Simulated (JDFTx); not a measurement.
Crystal: HfO2.

```
Hf O
1.0
     3.55802    0.00000    0.00000
     0.00000    3.55802    0.00000
     0.00000    0.00000    5.17186
Hf O
2 4
Direct
  0.00000 0.00000 0.00000
  0.50000 0.50000 0.50000
  0.00000 0.50000 0.19721
  0.50000 0.00000 0.30279
  0.50000 0.00000 0.80279
  0.00000 0.50000 0.69721
```

Measurements of this composition are mostly on another form, of space group No. 14.

Base run:

```yaml
Program: JDFTx 1.7.0 (patched build)
Functional: LDA
Potentials_or_basis: PseudoDojo-SR-LDA-0.4.1-standard with smoothed tails
Cutoff: 1143 eV
Density_cutoff: 9143 eV
k_mesh: 5 × 5 × 3
Occupations: fermi-dirac, width 0.05 eV
Spin: no spin polarisation
```

Its results: band gap on the k mesh 4.61 eV, indirect (least direct gap 4.67 eV); pressure -10.6 GPa.

Question: The run is repeated on the same cell with these changes: functional from LDA to PBEsol; potentials or basis from PseudoDojo-SR-LDA-0.4.1-standard with smoothed tails to PseudoDojo-SR-PBEsol-0.4.1-standard with smoothed tails. What comes out?

Answer: Band gap on the k mesh 4.70 eV, indirect (least direct gap 4.76 eV); pressure -1.4 GPa.

Caveats: the empty levels aren't tightly converged; spin-orbit coupling is left out, which moves the levels of the heavy elements; an odd mesh through Γ misses points on the zone boundary, where band edges often lie.
